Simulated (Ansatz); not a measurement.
# Wurtzite BeO

Calculation: HSE06 in Ansatz (plane waves, PAW).

Settings: plane-wave cutoff 500 eV, 12×12×6 k mesh (along the axes of the cell as run), gaussian smearing 0.02 eV, scalar-relativistic PAW data made under PBE.

Cell (relaxed at this level):

```cif
data_Be2O2
_chemical_formula_sum 'Be2 O2'
_space_group_name_H-M_alt 'P63mc'
_space_group_IT_number 186
_space_group_name_Hall 'P 6c -2c'
_cell_length_a 2.68568
_cell_length_b 2.68568
_cell_length_c 4.35933
_cell_angle_alpha 90.000
_cell_angle_beta 90.000
_cell_angle_gamma 120.000
loop_
_atom_site_label
_atom_site_type_symbol
_atom_site_symmetry_multiplicity
_atom_site_Wyckoff_symbol
_atom_site_fract_x
_atom_site_fract_y
_atom_site_fract_z
_atom_site_occupancy
Be1 Be 2 b 0.33333 0.66667 0.00006 1
O1 O 2 b 0.33333 0.66667 0.37794 1
```

For wurtzite BeO, the band gap is 9.64 eV (on the SCF k mesh).

Measured, for comparison: band gap 11.29 eV (zero-point renormalisation of 699 meV (computed, non-adiabatic AHC, without the lattice-expansion part) added back here; inputs from Miglio et al. (2020), arXiv:2011.12765). Computed (rounded) less measured: band gap -1.65 eV.

It cost around 11 core-minutes (rough) of CPU time.

Ansatz is an electronic-structure program.
